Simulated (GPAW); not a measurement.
Here is a GPAW 26.7.0 calculation.

Contents of run.py:

```python
from ase.filters import FrechetCellFilter
from ase.io import read, write
from ase.optimize import FIRE
from gpaw import GPAW, PW

atoms = read('Fe.xyz')
atoms.set_initial_magnetic_moments([3.0])

calc = GPAW(mode=PW(600),
            xc='PBE',
            kpts={'size': (13, 13, 13), 'gamma': True},
            occupations={'name': 'fermi-dirac', 'width': 0.05},
            nbands=12,
            convergence={'density': 1e-05, 'forces': 0.0001},
            maxiter=150,
            txt='gpaw.txt')
atoms.calc = calc
opt = FIRE(FrechetCellFilter(atoms), trajectory='relax.traj', logfile='-')
done = opt.run(fmax=0.05, steps=100)
calc.write('gs.gpw')
write('result.traj', atoms)
print('Converged:', done)
print('Cell:', atoms.cell.cellpar().round(4))
print('Volume:', round(atoms.get_volume(), 4))
print(atoms.get_scaled_positions().round(5))
```

File Fe.xyz:

```xyz
1
Lattice="-1.4430000000 1.4430000000 1.4430000000 1.4430000000 -1.4430000000 1.4430000000 1.4430000000 1.4430000000 -1.4430000000" Properties=species:S:1:pos:R:3 pbc="T T T"
Fe     0.0000000000      0.0000000000      0.0000000000
```

Potentials or basis: GPAW PAW data sets (gpaw-data 1.2.1), pw.

Command:

```sh
$ OMP_NUM_THREADS=1 python run.py
```

Task: What does it give for the band gap on the k mesh?

Result: None (metal or under the smearing width).

Task: Estimate the relaxed cell.

Result: a = 2.459 Å, b = 2.459 Å, c = 2.459 Å, α = 109.47°, β = 109.47°, γ = 109.47°.

Final structure:
```
Fe
1.0
    -1.41992    1.41992    1.41992
     1.41992   -1.41992    1.41992
     1.41992    1.41992   -1.41992
Fe
1
Cartesian
  0.0000 0.0000 0.0000
```

Caveat: each step starts from the last one's moments, so a moment once lost doesn't come back; later steps reuse the first step's grids.
